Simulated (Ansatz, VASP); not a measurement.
## Two plane-wave programs on RbBr

```
Rb Br
1.0
     3.90736    0.00000    0.00000
     0.00000    3.90736    0.00000
     0.00000    0.00000    4.07017
Rb Br
1 1
Direct
  0.00000 0.00000 0.00000
  0.50000 0.50000 0.50000
```

Change from the starting cell: mode 4 frozen in at +0.000 Å, equal normal strain along x and y -0.0400.

Alike in both runs: task single point; functional PBEsol; k mesh 6 × 6 × 6; occupations gaussian, width 0.05 eV; no spin polarisation.

|  | VASP | Ansatz |
| --- | --- | --- |
| version | VASP 6.6.1 | Ansatz 0.2.0 |
| potentials or method | VASP PAW PBE potentials, release 64 (Rb_sv, Br) | scalar-relativistic, plane waves, PAW |
| plane-wave cutoff (eV) | 520 | 420 |
| valence electrons in the cell | 16 | 16 |

```csv
,VASP,Ansatz,Ansatz less VASP
gap on the k mesh at the Fermi level (eV),4.24,4.25,+0.004
least direct gap on the mesh (eV),4.39,4.39,+0.002
pressure (GPa),1.8,1.8,-0.06
largest component of the traceless stress (GPa),0.89,0.89,+0.001
```

The functional is the same, so the differences come from potentials, cutoffs and numerics.

Caveats: the PAW data sets were made with another functional, which shifts forces and pressure a little (VASP). A k mesh can miss the band edges.
